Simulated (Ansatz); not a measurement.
This was printed by a script on Ansatz's Python interface, for an equation of state with a fit of Cu₃Au, space group Pm-3m. What did the script look like? Settings (first run): PBE, PAW, cutoff 550 eV, 6×6×6 k-points, Fermi-Dirac smearing of 0.1 eV.

```cif
data_structure
_symmetry_space_group_name_H-M 'P 1'
_symmetry_Int_Tables_number 1
_cell_length_a 3.7400
_cell_length_b 3.7400
_cell_length_c 3.7400
_cell_angle_alpha 90.000
_cell_angle_beta 90.000
_cell_angle_gamma 90.000
_cell_volume 52.31
loop_
_atom_site_label
_atom_site_type_symbol
_atom_site_fract_x
_atom_site_fract_y
_atom_site_fract_z
_atom_site_occupancy
Cu1 Cu 0.00000 0.50000 0.50000 1
Cu2 Cu 0.50000 0.00000 0.50000 1
Cu3 Cu 0.50000 0.50000 0.00000 1
Au1 Au 0.00000 0.00000 0.00000 1
```

`python eos.py` gives:
```text
INFO:ansatz_job:V =  11.5090 A^3/atom  F = -8256.07502 eV/atom  P =   34.744 GPa
INFO:ansatz_job:V =  12.0321 A^3/atom  F = -8256.16746 eV/atom  P =   22.380 GPa
INFO:ansatz_job:V =  12.5553 A^3/atom  F = -8256.22407 eV/atom  P =   12.684 GPa
INFO:ansatz_job:V =  13.0784 A^3/atom  F = -8256.25256 eV/atom  P =    5.071 GPa
INFO:ansatz_job:V =  13.6015 A^3/atom  F = -8256.25897 eV/atom  P =   -0.903 GPa
INFO:ansatz_job:V =  14.1247 A^3/atom  F = -8256.24807 eV/atom  P =   -5.581 GPa
INFO:ansatz_job:V =  14.6478 A^3/atom  F = -8256.22364 eV/atom  P =   -9.229 GPa
INFO:ansatz_job:birch_murnaghan    V0  13.5146 A^3/atom  B0   141.9 GPa  B1  5.25
```

The script that was run (others could print the same):

`eos.py`:
```python
'''Equation of state of Cu3Au.'''

import logging
import sys

import ansatz as az
import numpy as np
from pymatgen.analysis.eos import EOS

logging.basicConfig(stream=sys.stdout, format='%(levelname)s:%(name)s:%(message)s')
log = logging.getLogger('ansatz_job')
log.setLevel(logging.INFO)

vectors0 = np.array([
    [3.74, 0.0, 0.0],
    [0.0, 3.74, 0.0],
    [0.0, 0.0, 3.74],
])
sites = [
    ('Cu', (0.0, 0.5, 0.5)),
    ('Cu', (0.5, 0.0, 0.5)),
    ('Cu', (0.5, 0.5, 0.0)),
    ('Au', (0.0, 0.0, 0.0)),
]


def on_lattice(cell):
    crystal = az.Crystal(lattice=az.Lattice.of(cell))
    for symbol, position in sites:
        crystal = crystal.atom(symbol, position)
    return crystal

# uniform scaling of the cell
volumes, energies, pressures = [], [], []
for scale in np.linspace(0.88, 1.12, 7):
    cell = vectors0 * scale ** (1 / 3)
    setup = (
        on_lattice(cell).calculation()
        .basis(550)
        .occupations('fermi_dirac')
        .functional('pbe')
        .kpoints(6, 6, 6)
        .stress()
    )
    report = setup.run(threads=1).report
    volumes.append(abs(np.linalg.det(cell)) / len(sites))
    energies.append(report['free_energy_ev'] / len(sites))
    pressures.append(np.trace(report['stress_gpa']) / 3)
    log.info(f'V = {volumes[-1]:8.4f} A^3/atom  F = {energies[-1]:.5f} eV/atom  P = {pressures[-1]:8.3f} GPa')

for form in ['birch_murnaghan']:
    fit = EOS(eos_name=form).fit(volumes, energies)
    log.info(f'{form:18s} V0 {fit.v0:8.4f} A^3/atom  B0 {fit.b0_GPa:7.1f} GPa  B1 {fit.b1:5.2f}')
```

A third-order Birch-Murnaghan fit through the 7 points has its minimum at 13.51 Å³ an atom, 3.3 % above the typed cell, with a bulk modulus of 142 GPa and dB/dP = 5.2. From that minimum the energy rises by 184.2 meV an atom on the compressed side and 35.6 meV on the expanded side.

Caveats:
- Absolute energies stand on the zero of these potentials, so only differences at equal settings mean something.
- The run is spin-unpolarised.
- The mesh is modest for a metal, so energies can be off by several to tens of meV an atom and pressures by half a GPa or more; differences at equal mesh fare better.
- Pressure is positive in compression.
- Spin-orbit coupling, which matters for elements this heavy, is left out.
- At these settings the cell as given stands under about 5 GPa, so it isn't at this functional's equilibrium volume.
- The structure is a deposited one; some such entries were measured under pressure or heat, so a shift against it needn't be the functional's error alone.
- Run time: 25 s on 1 thread of Arm Neoverse V1, on a shared host, peak memory 0.52 GiB.
